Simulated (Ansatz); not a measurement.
# Li: the cost of one run

Computed with Ansatz 0.2.0 (DFT PBE, scalar-relativistic, plane waves, PAW, unless a step's input says otherwise).

1 further run of the same task is left out (set aside as unsound or not needed).

## (1) The system as given

It takes space group P6_3/mmc (No. 194, hexagonal). Conventional cell: a = 3.111 Å, b = 3.111 Å, c = 5.093 Å, α = 90.00°, β = 90.00°, γ = 120.00°. Li (site symmetry -6m2) is surrounded by 12 Li at 3.11 to 3.12 Å.

Structure file:

```cif
data_structure
_symmetry_space_group_name_H-M 'P 1'
_symmetry_Int_Tables_number 1
_cell_length_a 3.1110
_cell_length_b 3.1110
_cell_length_c 5.0930
_cell_angle_alpha 90.000
_cell_angle_beta 90.000
_cell_angle_gamma 120.000
_cell_volume 42.69
loop_
_atom_site_label
_atom_site_type_symbol
_atom_site_fract_x
_atom_site_fract_y
_atom_site_fract_z
_atom_site_occupancy
Li1 Li 0.33333 0.66667 0.25000 1
Li2 Li 0.66667 0.33333 0.75000 1
```

The structure comes from the Crystallography Open Database.

## (2) A distortion that keeps the symmetry

Against the listed cell: strain xx, yy, zz, yz, xz, xy = -1.4, -1.4, -7.4, +0.0, +0.0, +0.0 %.

File input.yaml:

```yaml
crystal:
  lattice:
    - [3.0673859014, 0.0, 0.0]
    - [-1.5336929507, 2.6564341138, 0.0]
    - [0.0, 0.0, 4.71601614]
  atoms:
    - { symbol: Li, position: [0.3333333333, 0.6666666667, 0.25] }
    - { symbol: Li, position: [0.6666666667, 0.3333333333, 0.75] }
basis:
  ecutwfc: 420
kpoints:
  mp_grid: { grid: [15, 15, 8] }
hamiltonian:
  xc: pbe
scf:
  occupations: { method: gaussian, width: 0.1 }
output:
  forces: true
  stress: true
  eigenvalues: true
```

Command:

```
ansatz run input.yaml --threads 1 --pin off --max-ram 1331MiB --backend cpu --events-out ev --progress --plain --runs-dir out
```

**Question.** How long does this run take on 1 thread of an x86-64 CPU, shared host, and how much memory does it need?

About 4.1 s, with a peak of 0.33 GiB.
